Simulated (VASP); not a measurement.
Results of a VASP single-point calculation on PtSe$_{2}$ (strained 1T (CdI2) bulk)

POSCAR

```
Pt Se
 1.0000000000000000
     3.8777963835994074    0.0000000000000000    0.0000000000000000
    -1.9388981917997037    3.3582701789005127    0.0000000000000000
     0.0000000000000000    0.0000000000000000    4.8368612196000003
 Pt  Se
   1   2
Cartesian
  0.0000000000000000  0.0000000000000000  0.0000000000000000
 -0.0000000000000001  2.2388467859336747  1.2218269372426862
  1.9388981917997030  1.1194233929668373  3.6150342823573136
```

```yaml
gap_between_bands_v_and_c: "-0.86 eV (bands overlap: a metal)"
least_direct_gap: 0.04 eV
largest_force: 0.13 eV/Å
```

Band v is the last that the valence electrons fill when counted band by band, and c is the next. Levels in eV from the top of v:

| point | v−1 | v | c | c+1 |
| --- | --- | --- | --- | --- |
| Γ | -1.75 | 0.00 | 0.53 | 0.53 |
| M | -3.88 | -3.41 | -0.09 | 1.70 |
| K | -2.40 | -2.40 | -0.62 | -0.62 |
| A | -2.28 | -2.28 | 1.52 | 1.52 |
| L | -3.44 | -1.64 | 0.18 | 0.54 |
| H | -3.00 | -3.00 | 1.47 | 1.47 |

Task: Which of these levels of theory gave these results?
A. r²SCAN
B. PBE with spin–orbit coupling
C. PBE
D. PBEsol
E. HSE06
F. PBE0
G. LDA

Result: C.

The INCAR was:

```
NSW = 0
EDIFF = 1E-7
NELM = 120
SIGMA = 0.02
ISMEAR = -1
NBANDS = 18
ENCUT = 520
PREC = Accurate
LWAVE = .FALSE.
LREAL = .FALSE.
GGA = PE
IBRION = -1
LCHARG = .FALSE.
LASPH = .TRUE.
ISIF = 2
```
